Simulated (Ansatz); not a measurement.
Pb:

```
Pb
1.0
     0.00000    2.47502    2.47502
     2.47502    0.00000    2.47502
     2.47502    2.47502    0.00000
Pb
1
Direct
  0.00000 0.00000 0.00000
```

Base run:

- Program: Ansatz 0.2.0
- Functional: BLYP
- Potentials or basis: all-electron LAPW, scalar-relativistic
- Cutoff: 154 eV (chosen from the basis error)
- Basis error allowed: 0.001 eV/atom
- k mesh: 9 × 9 × 9
- Occupations: fermi-dirac, width 0.05 eV
- Spin: no spin polarisation

Its results: pressure 5.9 GPa.

**Question.** The run is repeated on the same cell with these changes: functional from BLYP to RPBE; occupations from fermi-dirac, width 0.05 eV to gaussian, width 0.05 eV. What comes out?

**Answer.** Pressure 3.9 GPa.
